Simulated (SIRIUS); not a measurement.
## Na under changes of volume

One of the cells (40.041 Å³/atom); the others are scaled copies at fixed shape and fractional positions:

```xyz
1
Lattice="-2.1552 2.1552 2.1552 2.1552 -2.1552 2.1552 2.1552 2.1552 -2.1552" Properties=species:S:1:pos:R:3 pbc="T T T"
Na    0.0000    0.0000    0.0000
```

```yaml
Program: SIRIUS 7.10.0
Functional: PBE
Potentials_or_basis: PseudoDojo 0.4.1 PBE standard (scalar relativistic)
Cutoff: 1202 eV
Density_cutoff: 4809 eV
k_mesh: 9 × 9 × 9
Occupations: fermi-dirac, width 0.05 eV
Spin: no spin polarisation
```

```tsv
volume (Å³/atom)	energy over the lowest point (meV/atom)	pressure (GPa)
36.901	0.00	0.0
37.686	0.33	-0.1
38.471	1.39	-0.3
40.041	5.48	-0.5
40.827	8.38	-0.6
41.612	?	?
```

**Question.** What does the run at 41.612 Å³/atom give?

**Answer.** Energy over the lowest point 11.79 meV/atom; pressure -0.7 GPa.

Worked out: A Birch-Murnaghan fit of order 3 (a polynomial in V^(-2/3)) to the other rows has its minimum at 36.97 Å³/atom with B0 = V·E''(V) = 7.8 GPa and B' = 3.7. It gives 11.78 meV/atom at 41.612 Å³/atom, against the run's 11.79, and -dE/dV = -0.7 GPa, against -0.7.

Energies are extrapolated to zero smearing.
